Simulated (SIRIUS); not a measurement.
Fe, 1 atom in the cell. The typed cell holds 1 atom: a = 2.526 Å, b = 2.506 Å, c = 2.490 Å, α = 108.44°, β = 111.11°, γ = 109.60°.  The cell isn't the ideal one: cell strained at random at fixed volume.

| Item | Value |
| --- | --- |
| Program | SIRIUS 7.12.0 |
| Task | single point |
| Functional | PBEsol |
| Potentials or basis | PseudoDojo 0.4.1 PBEsol standard (scalar relativistic) |
| Cutoff | 1228 eV |
| Density cutoff | 4912 eV |
| k mesh | 13 × 13 × 13 |
| Occupations | fermi-dirac, width 0.05 eV |
| Spin | collinear spin, ferromagnetic start |
| Starting moments | [3.0] μB |
| Libxc names | ["XC_GGA_X_PBE_SOL", "XC_GGA_C_PBE_SOL"] |
| Energy tol | 1e-08 Ha |
| Density tol | 1e-06 |
| Mixer | anderson |
| Mixing beta | 0.5 |
| Max scf | 100 |
| Radial cutoff for the potentials' integrals | 6.5 bohr |

Potentials or basis: PseudoDojo 0.4.1 PBEsol standard (scalar relativistic).

The run is started by

```console
$ upf_to_json Fe.upf
$ OMP_NUM_THREADS=4 sirius.scf --input=sirius.json --output=out.json --task=0
```

Hardware: 4 threads of Intel(R) Xeon(R) Platinum 8559C (Emerald Rapids), with other jobs on the host.

Problem. How long does it take, and how much memory?

Solution. Wall time 3.1 min on 4 threads of Intel(R) Xeon(R) Platinum 8559C (Emerald Rapids), on a shared host, peak memory 2.3 GiB. Counts: scf iterations 14, k points 1099, plane waves 1177, bands 15.
